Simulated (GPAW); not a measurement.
Wanted: an ASE script for a GPAW 26.7.0 run.

- Task: single point
- Functional: LDA
- Potentials or basis: the program's PAW data sets (release 1.2.1) made for this functional
- Cutoff: 500 eV
- Basis: pw
- k mesh: 6 × 6 × 6
- Occupations: fermi-dirac, width 0.05 eV
- Spin: no spin polarisation
- Maxiter: 120
- Convergence: default

BaTe:

```
Ba Te
1.0
     0.00000    3.41000    3.41000
     3.41000    0.00000    3.41000
     3.41000    3.41000    0.00000
Ba Te
1 1
Direct
  0.00000 0.00000 0.00000
  0.50000 0.50000 0.50000
```

One way to write it, as run:

run.py

```python
from ase import Atoms
from ase.dft.bandgap import bandgap
from ase.io import write
from ase.units import GPa
from gpaw import GPAW, PW

atoms = Atoms(['Ba', 'Te'],
              cell=[[0.0, 3.41, 3.41],
                    [3.41, 0.0, 3.41],
                    [3.41, 3.41, 0.0]],
              scaled_positions=[[0.0, 0.0, 0.0],
                                [0.5, 0.5, 0.5]],
              pbc=True)

calc = GPAW(mode=PW(500),
            xc='LDA',
            kpts={'size': (6, 6, 6), 'gamma': True},
            occupations={'name': 'fermi-dirac', 'width': 0.05},
            nbands=16,
            maxiter=120,
            txt='gpaw.txt')
atoms.calc = calc
energy = atoms.get_potential_energy()
forces = atoms.get_forces()
stress = atoms.get_stress()
calc.write('gs.gpw')
write('result.traj', atoms)
print(f'Energy: {energy:.6f} eV')
print('Forces (eV/A):')
print(forces.round(4))
print('Stress (GPa):', (stress / GPa).round(3))
print('Fermi level:', round(calc.get_fermi_level(), 4), 'eV')
print(f'Gap: {bandgap(calc)[0]:.4f} eV, direct: {bandgap(calc, direct=True)[0]:.4f} eV')
```

Potentials or basis: the program's PAW data sets (release 1.2.1) made for this functional, pw.

The run is started by

```console
$ OMP_NUM_THREADS=1 python run.py
```

It gave:

| Quantity | Value |
| --- | --- |
| Pressure | 1.0 GPa |
| Band gap on the k mesh | 1.24 eV, indirect (least direct gap 1.62 eV) |

Caveat: the cutoff is short for stress and forces, so pressures can be off by a GPa or more; spin-orbit coupling is left out, which moves the levels of the heavy elements.

Run time: 10 s on 1 thread of Intel(R) Xeon(R) Platinum 8259CL CPU @ 2.50GHz (Skylake/Cascade Lake) (shared host), peak memory 0.15 GiB.
